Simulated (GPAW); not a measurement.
Runs of GPAW 26.7.0 on WS2. It takes space group R3m (No. 160, trigonal). Conventional cell: a = 3.158 Å, b = 3.158 Å, c = 18.490 Å, α = 90.00°, β = 90.00°, γ = 120.00°. W (site symmetry 3m) has 6 S at 2.39 to 2.42 Å as nearest neighbours. S (site symmetry 3m) is surrounded by 3 W at 2.42 Å. S (site symmetry 3m) is surrounded by 3 W at 2.39 Å. Measurements of this composition are mostly on another form, of space group No. 194.

```csv
task,level,potentials or basis,k mesh,cutoff (eV),smearing,maxiter,ranks,band path,band points,response ecut,mesh quality,gap on the mesh (eV),pressure (GPa),largest force (eV/Å)
single point,LDA,"the program's PAW data sets (release 1.2.1) made for this functional, pw",10 × 10 × 10,600,gaussian 0.1 eV,150,-,-,-,-,not flagged,(b),(a),0.61
band structure,r2SCAN,"GPAW PAW data sets (gpaw-data 1.2.1), pw",7 × 7 × 7,600,fermi-dirac 0.05 eV,150,-,"GLB1,BZGX,QFP1Z,LP",60,-,not flagged,1.25,2.6,0.62
single point,PBEsol,"PAW data sets generated in the run's folder for this functional, pw",10 × 10 × 10,600,fermi-dirac 0.05 eV,150,-,-,-,-,not flagged,1.01,-0.7,0.60
band structure,PBEsol,"PAW data sets generated in the run's folder for this functional, pw",7 × 7 × 7,600,fermi-dirac 0.05 eV,150,-,"GLB1,BZGX,QFP1Z,LP",60,-,not flagged,1.09,-0.7,0.60
single point,LDA,"the program's PAW data sets (release 1.2.1) made for this functional, pw",8 × 8 × 8,450,fermi-dirac 0.05 eV,120,-,-,-,-,not flagged,1.09,-4.3,0.61
```

Alike in all rows: no spin polarisation; cell as given.

Fill in the values left out.

(a) -4.1; (b) 0.98.

Caveats: spin-orbit coupling is left out, which moves the levels of the heavy elements; the mesh misses the band edges, which the band path finds closer together (some runs); the PAW data sets were made with another functional, which shifts forces and pressure a little (some runs); the cutoff is short for stress and forces, so pressures can be off by a GPa or more (some runs).

A k mesh can miss the band edges, and the runs leave out spin-orbit coupling on W.

Not every run made on this cell is shown here.
